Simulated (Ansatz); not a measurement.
Ge: pressure against volume

Ge, Fd-3m, a = 5.676 Å. Ansatz: PBEsol, PAW, 420 eV, Γ-centred 14×14×14 mesh on 2 atoms, Gaussian smearing 0.10 eV; no spin polarisation. Symmetry fixes shape and atoms, so the cell is only scaled; pressure is positive in compression.

| V (Å³/atom) | P (GPa) |
| --- | --- |
| 20.112 | ? |
| 20.798 | 7.96 |
| 21.484 | 4.83 |
| 22.169 | 2.20 |
| 22.855 | 0.00 |
| 23.541 | -1.85 |
| 24.226 | -3.40 |
| 25.141 | -5.08 |

Q: Take V0 = 22.855 Å³/atom, fit the third-order Birch–Murnaghan form to the other rows, and predict the missing pressure.

A: With the Eulerian strain f = ½[(V0/V)^(2/3) − 1] and y = P/[3f(1 + 2f)^(5/2)], the form is the line y = B0 + 1.5 B0 (B0′ − 4) f. Rows (f, y): 0.03245, 69.9; 0.02105, 69.0; 0.01026, 67.9; -0.00976, 66.4; -0.01905, 65.6; -0.03079, 64.5. Means f = 0.0006933, y = 67.217; Σ(Δf)² = 0.003005, ΣΔfΔy = 0.2540; the slope is their ratio. y = 67.16 + 84.55 f GPa, so B0 = 67.2 GPa and B0′ = 4 + 2 × (84.55)/(3 × 67.16) = 4.84. At V = 20.112, f = 0.04449, y = 70.92 and P = 11.71 GPa. The run gave 11.69 GPa, so the fit is 0.02 GPa too high, a small miss on the scale of the series.